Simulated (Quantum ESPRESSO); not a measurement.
LiCl in Quantum ESPRESSO: the effect of functional

Crystal: LiCl.

```
Cl Li
1.0
     0.00000    2.56477    2.56477
     2.56477    0.00000    2.56477
     2.56477    2.56477    0.00000
Cl Li
1 1
Direct
  0.50000 0.50000 0.50000
  0.00000 0.00000 0.00000
```

Alike in all runs:

* Program: Quantum ESPRESSO 7.5
* Task: dielectric tensor
* Cutoff: 1007 eV
* Density cutoff: 4027 eV
* k mesh: 6 × 6 × 6, shifted
* Occupations: fermi-dirac, width 0.05 eV
* Spin: no spin polarisation

```tsv
functional	potentials or basis	pressure (GPa)	dielectric constant (mean)
LDA	PseudoDojo 0.4.1 SR LDA standard	-3.3	3.05
PBEsol	PseudoDojo 0.4.1 SR PBEsol standard	-1.3	3.02
WC	PseudoDojo 0.4.1 SR PBE standard	-1.1	3.02
BLYP	PseudoDojo 0.4.1 SR PBE standard	2.0	2.92
AM05	PseudoDojo 0.4.1 SR PBE standard	?	?
```

Problem. What does the run with functional AM05 give?

Solution. Pressure -0.1 GPa; dielectric constant 2.98 mean.

Caveats: the potentials were made for another functional, which shifts forces and pressure (some runs); the cell is more than 3 GPa from zero pressure, which shifts response properties (some runs).

Runs at the PBE level aren't shown here.
